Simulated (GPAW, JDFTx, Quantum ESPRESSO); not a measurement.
**HfO2: programs and potentials compared**

```
Hf O
1.0
     0.00000    2.55750    2.55750
     2.55750    0.00000    2.55750
     2.55750    2.55750    0.00000
Hf O
1 2
Direct
  0.00000 0.00000 0.00000
  0.75000 0.75000 0.75000
  0.25000 0.25000 0.25000
```

Measurements of this composition are mostly on another form, of space group No. 14.

Alike in all runs: task single point; functional PBE; k mesh 9 × 9 × 9; occupations fermi-dirac, width 0.05 eV; no spin polarisation; no spin-orbit coupling. Pressure is positive in compression and, in plane waves, holds the error of the finite cutoff.

| program and potentials | plane-wave cutoff (eV) | notes | pressure (GPa) |
| --- | --- | --- | --- |
| Quantum ESPRESSO, SSSP 1.3 efficiency PBE | 816 | - | -4.40 |
| GPAW, GPAW PAW data sets (gpaw-data 1.2.1) | 800 | - | -2.83 |
| JDFTx, PseudoDojo-SR-PBE-0.5-standard | 1143 | - | -4.90 |

The pressure spans -4.90 (JDFTx, PseudoDojo-SR-PBE-0.5-standard) to -2.83 GPa (GPAW, GPAW PAW data sets (gpaw-data 1.2.1)).

Differences between rows come from potentials, basis sets and numerical settings, since the functional is the same but for its coding. Runs on potential files found faulty are left out.
